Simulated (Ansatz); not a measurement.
**Slab of fcc Sb (100), 6 layers**

The slab is cut from the fcc crystal, which needn't be the stable phase, as relaxed on PAW files (27.50 Å³/atom), with 16 Å of vacuum and a dipole correction:

```yaml
crystal:
  lattice:
    - [3.38805, 0.00000, 0.00000]
    - [0.00000, 3.38805, 0.00000]
    - [0.00000, 0.00000, 27.97860]
  atoms:
    - { symbol: Sb, position: [0.25000, 0.25000, 0.28593] }
    - { symbol: Sb, position: [0.75000, 0.75000, 0.37156] }
    - { symbol: Sb, position: [0.25000, 0.25000, 0.45719] }
    - { symbol: Sb, position: [0.75000, 0.75000, 0.54281] }
    - { symbol: Sb, position: [0.25000, 0.25000, 0.62844] }
    - { symbol: Sb, position: [0.75000, 0.75000, 0.71407] }
```

All numbers are PBE results (scalar-relativistic) from Ansatz 0.2.0, with a Γ-centred 10×10×1 k mesh, Fermi–Dirac smearing of 0.05 eV, no spin polarisation. Methods: LAPW: all electrons, basis error target 1 meV/atom; PAW: frozen-core files, cutoff 420 eV.

The bulk energy comes from a cell in the slab's orientation on a 10×10×7 mesh. The surface energy is (E(slab) − N·E(bulk))/2A at zero smearing, the mean of both faces; thin slabs carry quantum-size effects.

Spin–orbit coupling is left out, which matters for the heavy atoms.

Question: As cut, the LAPW slab lies 0.385 eV above 6 atoms of bulk. What surface energy is that?

Answer: Over two faces of 11.48 Å² it is 16.8 meV/Å², and times 16.02 J/m² per eV/Å² that gives γ = 0.268 J/m².

| method | γ as cut (J/m²) | γ relaxed (J/m²) | Φ as cut (eV) | Φ relaxed (eV) |
| --- | --- | --- | --- | --- |
| LAPW | 0.268 | 0.194 | 4.32 | 4.25 |
| PAW | 0.268 | 0.194 | 4.32 | 4.25 |

Question: How do the spacings between the planes relax?

Answer: From the bottom face up: d12 -10.9 % of 2.396 Å, d23 +3.7 % of 2.396 Å, d34 +5.1 % of 2.396 Å, d45 +3.7 % of 2.396 Å, d56 -10.9 % of 2.396 Å.

Question: A field of 0.2 V/Å is applied along the normal, atoms held. What follows?

Answer: LAPW finds an induced dipole of 0.1887 e·Å a cell (PAW 0.1885), that is 14.87 Å for 4πα over the area, against 11.76 Å between the outer atoms.

Question: A 3d core hole is made on one atom of each kind in every 1×1 cell (PAW hole dataset, neutral cell, valence without spin). What does it cost by layer?

Answer: layer 1 527.46 eV, layer 2 527.73 eV, layer 3 527.55 eV. Shifts between layers mean more than the absolute values, and a whole layer of holes screens otherwise than one hole.
